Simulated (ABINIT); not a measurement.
KCl (Sylvite):

```
K Cl
1.0
     0.00000    3.14647    3.14647
     3.14647    0.00000    3.14647
     3.14647    3.14647    0.00000
K Cl
1 1
Direct
  0.00000 0.00000 0.00000
  0.50000 0.50000 0.50000
```

Base run:

```yaml
Program: ABINIT 10.8.3 (patched build)
Functional: LDA
Potentials_or_basis: JTH PAW LDA v2.0
Cutoff: 680 eV
k_mesh: 7 × 7 × 7
Occupations: fermi-dirac, width 0.05 eV
Spin: no spin polarisation
```

Its results: band gap on the k mesh 4.74 eV, direct; pressure -1.8 GPa.

Question: The run is repeated on the same cell with these changes: functional from LDA to PBE; potentials or basis from JTH PAW LDA v2.0 to JTH PAW PBE v2.0. What comes out?

Answer: Band gap on the k mesh 5.19 eV, direct; pressure 0.8 GPa.
